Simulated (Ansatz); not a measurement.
# Ionic part of the dielectric constant of NaF, mode by mode

The calculation used Ansatz 0.2.0, DFT r2SCAN+D3(BJ), scalar-relativistic, plane waves, PAW. Cutoff 500 eV, 8×8×8 k-points (Γ-centred), fixed occupations. No spin polarisation. Phonons by linear response, acoustic sum rule imposed.

It takes space group Pm-3m (No. 221, cubic). The conventional cell has a = 2.771 Å, b = 2.771 Å, c = 2.771 Å, α = 90.00°, β = 90.00°, γ = 90.00°. Na (site symmetry m-3m) has 8 F at 2.40 Å as nearest neighbours. F (site symmetry m-3m) is surrounded by 8 Na at 2.40 Å.

The cell is the ideal cubic caesium chloride prototype; this isn't the usual structure of the compound.

The primitive cell has V = 21.27 Å³ and ε∞,yy = 1.901. Each polar mode adds Δε = (4.92064×10⁷/V)·S/ν² along y, with S its oscillator strength in e²/amu, ν in cm⁻¹ and V in Å³.

**Question.** From these modes, find each Δε and ε0,yy.
```json
{"ν (cm⁻¹)": "205.3", "S_yy (e²/amu)": "0.1024"}
```

**Answer.**
```csv
ν (cm⁻¹),Δε
205.3,5.62
```

The sum is 5.620, so ε0,yy = 7.52; the run's tensor has 7.52.

**Question.** Where do the longitudinal modes lie for a wave vector along y?

**Answer.** At 408 cm⁻¹. The Lyddane–Sachs–Teller product Π(ν_LO/ν_TO)² = 3.96 matches ε0/ε∞ = 3.96.

Cost: 1 run of about 2.2 core-minutes, on Intel Xeon Processor @ 2.50GHz (Skylake/Cascade Lake) (shared hosts).